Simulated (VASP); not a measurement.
A run of VASP 6.6.1 is set up as follows.

File INCAR:

```
PREC = Accurate ; ENCUT = 250
EDIFF = 1E-7 ; ISMEAR = 0
SIGMA = 0.1 ; LREAL = F
LASPH = T ; NELM = 80
ALGO = Normal ; ISIF = 2
LWAVE = F ; LCHARG = F
GGA = PE ; NBANDS = 8
```

Contents of KPOINTS:

```
regular mesh
0
Gamma
  18 18 18
```

POSCAR

```
Al                                      
1.0
    0.0000000000      1.9578906638      1.9578906638
    1.9578906638      0.0000000000      1.9578906638
    1.9578906638      1.9578906638      0.0000000000
  Al            
     1
Direct
     0.0000000000000000    0.0000000000000000    0.0000000000000000
```

Potentials or basis: VASP PAW PBE potentials, release 64 (Al).

Command:

```sh
$ cat potpaw_PBE.64/Al/POTCAR > POTCAR
$ mpirun -np 1 vasp_std > vasp.out
```

(1) Predict the band gap on the k mesh.

Answers

(1) none (metal or under the smearing width).
